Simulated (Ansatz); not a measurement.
Computed with DFT PBE, scalar-relativistic, plane waves, PAW in Ansatz 0.2.0. All cells share a 420 eV cutoff and Γ-centred k meshes spaced at most about 0.3 Å⁻¹ (about 0.25 or finer for metals, 2π included). Collinear spin in cells that started with moments and kept them past the coarse steps, no spin elsewhere.

All energies are static (0 K, no zero-point motion). All come from trial cells, and lower structures may exist.

Question: Order these relaxed structures of AlRu by energy, lowest first, with the energy over the lowest of them.
A.

```cif
data_structure
_symmetry_space_group_name_H-M 'Fm-3m'
_symmetry_Int_Tables_number 225
_cell_length_a 4.9818
_cell_length_b 4.9818
_cell_length_c 4.9818
_cell_angle_alpha 90.000
_cell_angle_beta 90.000
_cell_angle_gamma 90.000
_cell_volume 123.64
loop_
_atom_site_label
_atom_site_type_symbol
_atom_site_symmetry_multiplicity
_atom_site_Wyckoff_symbol
_atom_site_fract_x
_atom_site_fract_y
_atom_site_fract_z
_atom_site_occupancy
Al1 Al 4 a 0.00000 0.00000 0.00000 1
Ru1 Ru 4 b 0.50000 0.00000 0.00000 1
```

B.

```cif
data_structure
_symmetry_space_group_name_H-M 'P6_3/mmc'
_symmetry_Int_Tables_number 194
_cell_length_a 2.8770
_cell_length_b 2.8770
_cell_length_c 7.9095
_cell_angle_alpha 90.000
_cell_angle_beta 90.000
_cell_angle_gamma 120.000
_cell_volume 56.70
loop_
_atom_site_label
_atom_site_type_symbol
_atom_site_symmetry_multiplicity
_atom_site_Wyckoff_symbol
_atom_site_fract_x
_atom_site_fract_y
_atom_site_fract_z
_atom_site_occupancy
Al1 Al 2 a 0.00000 0.00000 0.50000 1
Ru1 Ru 2 c 0.66667 0.33333 0.75000 1
```

C.

```cif
data_structure
_symmetry_space_group_name_H-M 'Pm-3m'
_symmetry_Int_Tables_number 221
_cell_length_a 3.0038
_cell_length_b 3.0038
_cell_length_c 3.0038
_cell_angle_alpha 90.000
_cell_angle_beta 90.000
_cell_angle_gamma 90.000
_cell_volume 27.10
loop_
_atom_site_label
_atom_site_type_symbol
_atom_site_symmetry_multiplicity
_atom_site_Wyckoff_symbol
_atom_site_fract_x
_atom_site_fract_y
_atom_site_fract_z
_atom_site_occupancy
Al1 Al 1 a 0.00000 0.00000 0.00000 1
Ru1 Ru 1 b 0.50000 0.50000 0.50000 1
```

Answer: C (0 meV/atom), B (272 meV/atom), A (791 meV/atom). Forms: C caesium chloride type, Pm-3m; B Al and Ru ordered on dhcp sites, P6_3/mmc; A rock salt type, Fm-3m. Counting all near atoms (those within 1.25 times the shortest distance at each site; a plus sign parts nearer from farther groups): C has Al 8+6, Ru 8+6; B has Al 6+6, Ru 6+6; A has Al 6, Ru 6.

Cells relaxed within their symmetry can be saddle points. The part of the Crystallography Open Database at hand lists AlRu in space group No. 221; sharing a group (Pm-3m) doesn't make a cell the listed structure. Some candidate types were left out of the draw beforehand, so a known form may be missing.
